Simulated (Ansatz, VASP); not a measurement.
Given: the input of a run of Ansatz 0.2.0 on Bi2Se3 (Paraguanajuatite). 

File input.yaml:

```yaml
crystal:
  lattice:
    - [2.0715, 1.1959810826, 9.5453333333]
    - [-2.0715, 1.1959810826, 9.5453333333]
    - [0.0, -2.3919621653, 9.5453333333]
  atoms:
    - { symbol: Bi, position: [0.5992, 0.5992, 0.5992] }
    - { symbol: Bi, position: [0.4008, 0.4008, 0.4008] }
    - { symbol: Se, position: [0.7883, 0.7883, 0.7883] }
    - { symbol: Se, position: [0.2117, 0.2117, 0.2117] }
    - { symbol: Se, position: [0.0, 0.0, 0.0] }
hamiltonian:
  xc: pbe
  pseudopotentials: { kind: paw }
kpoints:
  mp_grid: { grid: [8, 8, 8] }
scf:
  occupations: { method: gaussian, width: 0.012 }
output:
  forces: true
  stress: true
  eigenvalues: true
```

Potentials or basis: Ansatz PAW.

Command:

```sh
$ ansatz run input.yaml --threads 2 --pin off --max-ram 5632MiB --backend cpu --events-out ev --progress --plain --runs-dir out
```

**Question.** Set up the same calculation for VASP 6.6.1. Potentials or basis there: PBE PAW files Bi_d, Se, 520 eV.

**Answer.** As run (cutoffs and basis follow the program's own potentials, and thresholds, step limits or extra output files can differ):

File INCAR:

```
PREC = Accurate ; ENCUT = 520
EDIFF = 1E-7 ; ISMEAR = 0
SIGMA = 0.012 ; LREAL = False
LASPH = True ; NELM = 100
ALGO = Normal ; ISIF = 2
LWAVE = False ; LCHARG = True
GGA = PE ; LELF = True
LVHAR = True ; NBANDS = 32
```

The input KPOINTS:

```
regular mesh
0
Gamma
  8 8 8
```

The input POSCAR:

```
Bi2Se3
1.0
    2.0715000000      1.1959810826      9.5453333333
   -2.0715000000      1.1959810826      9.5453333333
    0.0000000000     -2.3919621653      9.5453333333
Bi Se
2 3
Direct
    0.5992000000      0.5992000000      0.5992000000
    0.4008000000      0.4008000000      0.4008000000
    0.7883000000      0.7883000000      0.7883000000
    0.2117000000      0.2117000000      0.2117000000
    0.0000000000      0.0000000000      0.0000000000
```

Potentials or basis: VASP PAW PBE potentials, release 64 (Bi_d, Se).

Launch:

```console
$ cat potpaw_PBE.64/Bi_d/POTCAR potpaw_PBE.64/Se/POTCAR > POTCAR
$ mpirun -np 1 vasp_std > vasp.out
```

Both were run:

|  | Ansatz | VASP |
| --- | --- | --- |
| Pressure | 2.5 GPa | 2.6 GPa |
| Largest force | 0.159 eV/Å | 0.171 eV/Å |

Ansatz's pressure holds a Pulay term of +0.02 GPa for its cutoff of 420 eV, which the other run lacks.

The potentials hold 78 and 48 valence electrons a cell.

Where Ansatz's input types no cutoff or centring, it takes its own default and a Γ-centred mesh.

Pressure is positive in compression.
